## Sliding one half of an oxide crystal over the other

What does it cost to cut a crystal of HfO2 along a plane and push the upper half sideways over the lower one, with every atom held in its place within its half? The cost per area of the cut is the fault energy. With two computed energies as anchors, the rest of the path can be estimated by hand once it is clear which atoms meet across the cut, and how often each kind of meeting repeats along the way.

Rigid, unrelaxed slide of HfO2 (P4_2/nmc, 12-atom cell) across the (001) plane, with slip vector a − b, one fault per cell and energies relative to the undisturbed crystal. Calculated with Ansatz 0.2.0 using the PBE functional, plane waves and PAW, scalar-relativistic and without spin polarisation, with a 420 eV cutoff, a Gamma-centred 6×6×2 k mesh and 0.05 eV Gaussian smearing.

| slip (fraction of the slip vector) | fault energy (mJ/m²) | shear traction (GPa (slope of the fault energy along the slip)) |
| --- | --- | --- |
| 0 | 0 | 0.00 |
| 0.0833 | 679 | 32.87 |
| 0.1667 | 2680 | 55.70 |
| 0.25 | 4696 | 31.70 |
| 0.3333 | 5247 | -0.52 |
| 0.4167 | 5265 | 5.81 |
| 0.5 | 5546 | -0.01 |

The slip $s$ is the fraction of the full slip vector. At $s=1$ the crystal is perfect again, and symmetry makes the second half of the path the mirror image of the first. A simple wave would therefore rise smoothly to its crest at $s=0.5$ and pass half its height at $s=0.25$. The computed energy is already at 85 % of its half-slip value there, and from $s=0.3333$ on it changes little.

The extra height over a simple wave early in the slide comes from hafnium and oxygen being pressed together. The cut runs between a layer of Hf and a layer of O, and a rigid slide keeps these layers at their original spacing. As an oxygen moves sideways it passes closer to a hafnium than it sat in the crystal, and it has no freedom to climb over it. The shortest Hf–O distance across the cut shrinks from 2.07 Å to 1.63 Å at quarter slip, where the electron shells of the two ions overlap strongly and repel.

Beyond quarter slip this contact opens again, and at half slip the Hf–O distance is back at 2.07 Å. If it were the only thing that mattered, the energy would return to zero there. Instead, half slip is the highest point sampled. The oxygen has reached a site that looks right to the nearest hafnium layer, but the stacking of the two half-crystals is wrong.

The wrong stacking crowds like ions together. At half slip an oxygen sits directly above an oxygen at 2.03 Å, and a hafnium directly above a hafnium at 2.63 Å, whereas in the perfect crystal these pairs are 3.26 Å and 3.66 Å apart. The perfect crystal also has oxygen straight above oxygen across this plane, but those pairs keep 2.63 Å between them. Ions of the same charge repel, and the oxygen shells also overlap. Both approaches follow the same sideways motion, so this path alone can't tell how much of the cost belongs to each.

The forces on the atoms support this change of contacts. At quarter slip by far the largest forces act on one hafnium and one oxygen, the squeezed pair. At half slip the large forces act on two hafnium and two oxygen atoms and point along the normal of the plane, as they should for like ions stacked head-on. The plateau thus joins two different kinds of crowding: one fades while the other grows.

### The rule

Each kind of crowding gets one term. Wrong stacking heals only after the full slip vector, so it is given the single wave of the Frenkel model, $\sin^2(\pi s)$. The Hf–O squeeze repeats after half the vector, so its wave has twice the frequency. The repulsion of overlapping electron shells is steep and acts mainly near closest approach, which calls for a narrower bump than a plain wave; a fourth power provides it:

$$\gamma(s) = A\,\sin^2(\pi s) + B\,\sin^4(2\pi s).$$

Here $\gamma$ is the fault energy. At half slip the second term vanishes, so $A$ is the energy there, 5546 mJ/m². At quarter slip the first term is $A/2$ and the second is $B$, so $B = 4696 - 5546/2 = 1923$ mJ/m². The fourth power was chosen with the computed energies in view, so the agreement supports the picture but is no independent proof of it. Nor are $A$ and $B$ the energies of separate bonds. That wrong stacking costs just half of $A$ at quarter slip is an assumption of the sine; if the crowding of like ions sets in later, more of the energy there belongs to the squeeze.

Two rows that did not set the constants show the rule at work. At $s=0.1667$, one sixth of the way, $\sin^2(\pi s)=1/4$ and $\sin^4(2\pi s)=9/16$:

$$\gamma \approx \tfrac14\times 5546 + \tfrac{9}{16}\times 1923 \approx 2470\ \text{mJ/m}^2.$$

The computed value is 2680 mJ/m², so the estimate is 8 % low. At $s=0.3333$ the squeeze is the same, but the stacking term has grown to three quarters of $A$:

$$\gamma \approx \tfrac34\times 5546 + \tfrac{9}{16}\times 1923 \approx 5240\ \text{mJ/m}^2,$$

against a computed 5247 mJ/m². The two points have equal Hf–O distances, and yet their energies differ by a factor of two. That difference is the price of the stacking.

### How far it can be trusted

Over the four rows that did not serve as anchors, the typical (rms) miss is about 140 mJ/m². An ordinary $\sin^2$ bump for the squeeze doubles it, and the Frenkel wave alone makes it six times as large. The analysis printed below compares the three forms row by row.

In percent, the rule is weakest at the start of the slide. At $s=0.0833$ it gives 491 mJ/m² where the calculation gives 679 mJ/m², which is 28 % too low. A fourth power is almost flat near zero, whereas a real Hf–O contact resists from the first small displacement. The rule should therefore not be used to derive an elastic stiffness.

The shear traction, which is the slope of the energy along the slip, is a further test, because it did not enter the constants. At quarter slip the squeeze is at its crest and adds no slope, so the traction should be $\pi A/L$, with $L = 5.10$ Å the length of the slip vector. This gives 34 GPa, close to the computed 31.7 GPa. The first step fares worse: at $s=0.0833$ the slope of the rule is 27 GPa, against a computed 33 GPa.

On the plateau the two slopes largely cancel, and small errors begin to matter. The computed traction is slightly negative at $s=0.3333$ and positive again at $s=0.4167$, which points to a shallow dip between them. The negative value is small, though, and its convergence with cutoff and k mesh was not tested. The rule has such a dip only if $B/A$ exceeds 0.32, and the ratio here is 0.35. With so narrow a margin, the rule can suggest that a dip exists but not how deep it is.

The largest limit lies in the rigid slide itself. The stress of the whole cell normal to the plane climbs to about 22 GPa at half slip, a sign that the halves are straining to move apart. It is not the pressure at the cut itself, since the unrelaxed forces on the atoms there add to that. If the halves could move apart, and if the atoms could step aside, the energies would fall. Neither the plateau nor the peak traction of 55.7 GPa is thus a barrier or a strength to expect of a real piece of HfO2. At the shortest Hf–O contacts the atom-centred spheres of the PAW method may also overlap strongly, which would make the energies near quarter slip, and with them $B$, less certain.

For another plane or crystal the constants have to be computed anew, and the form of the rule has to be tested again, but the way of thinking can serve as a start. List the contacts across the cut, find the fraction of the slip vector after which each one repeats, and give each period its own term. Here the contact that recovers at half slip shapes the early rise and the plateau, while the stacking that needs the full vector sets the height at half slip.

The analysis program printed:

```
A, energy at half slip, mJ/m2: 5546
B, energy at quarter slip less A/2, mJ/m2: 1923
length of the slip vector, angstrom: 5.097
Rule in mJ/m2:
     row  stacking term  contact term   rule  rule less table  miss in percent
     0.0              0             0      0                0                0
  0.0833          371.2           120  491.2           -187.8           -27.65
  0.1667           1387          1082   2469           -210.8           -7.865
    0.25           2773          1923   4696                0                0
  0.3333           4159          1082   5241           -5.792          -0.1104
  0.4167           5175           120   5295            29.79           0.5658
     0.5           5546     4.325e-61   5546                0                0
Rivals in mJ/m2 and traction in GPa:
     row  single sine less table  sin2 bump less table  traction by rule  traction miss
     0.0                       0                     0                 0              0
  0.0833                  -307.8                 172.6             27.34         -5.531
  0.1667                   -1293                 149.6              60.4          4.698
    0.25                   -1923                     0             34.18          2.482
  0.3333                   -1088                 354.6            -1.187        -0.6667
  0.4167                  -90.22                 390.2              6.83           1.02
     0.5                       0                     0         4.186e-15           0.01
Distances in angstrom and normal stress in GPa:
     row   Hf-O    O-O  Hf-Hf  normal stress
     0.0  2.069  3.261  3.664          0.024
  0.0833  1.839  2.941  3.382          2.533
  0.1667  1.685   2.65  3.133           9.85
    0.25   1.63    2.4  2.924          16.82
  0.3333  1.685  2.204  2.766          18.48
  0.4167  1.839  2.078  2.666          19.08
     0.5  2.069  2.034  2.632          21.57
rms miss of the rule on the four rows not used as anchors, mJ/m2: 142
same for the sin2 bump, mJ/m2: 287.3
same for the single sine, mJ/m2: 860
rms traction miss on the five rows between 0 and 0.5, GPa: 3.473
ratio B/A: 0.3467
ratio B/A above which the rule has a dip before half slip: 0.3248
```
